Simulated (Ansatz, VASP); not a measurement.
Two plane-wave programs on Fe

```
Fe
1.0
    -1.26125    1.26125    1.91880
     1.26125   -1.26125    1.91880
     1.26125    1.26125   -1.91880
Fe
1
Direct
  0.00000 0.00000 0.00000
```

Alike in both runs: task single point; functional r2SCAN; k mesh 10 × 10 × 10; occupations gaussian, width 0.1 eV; collinear spin.

|  | VASP | Ansatz |
| --- | --- | --- |
| version | VASP 6.6.1 | Ansatz 0.2.0 |
| potentials or method | VASP PAW PBE potentials, release 64 (Fe) | scalar-relativistic, plane waves, PAW |
| plane-wave cutoff (eV) | 520 | 500 |
| valence electrons in the cell | 8 | 16 |

```csv
,VASP,Ansatz,Ansatz less VASP
gap on the k mesh at the Fermi level (eV),none,none,-
pressure (GPa),-3.3,-2.9,+0.33
largest component of the traceless stress (GPa),3.65,3.57,-0.078
net moment per atom (μB),2.74,2.75,+0.003
size of the moment on the site where the two differ most (μB),2.80,2.87,+0.073
```

Site moments also hang on the region over which each program counts them. A gap of «none» marks a metal or a gap that the smearing closes. The two sets of potentials don't hold the same shells in valence. Ansatz warned: «stability_check_not_made».

Caveats: the PAW data sets were made with another functional, which shifts forces and pressure a little (VASP).
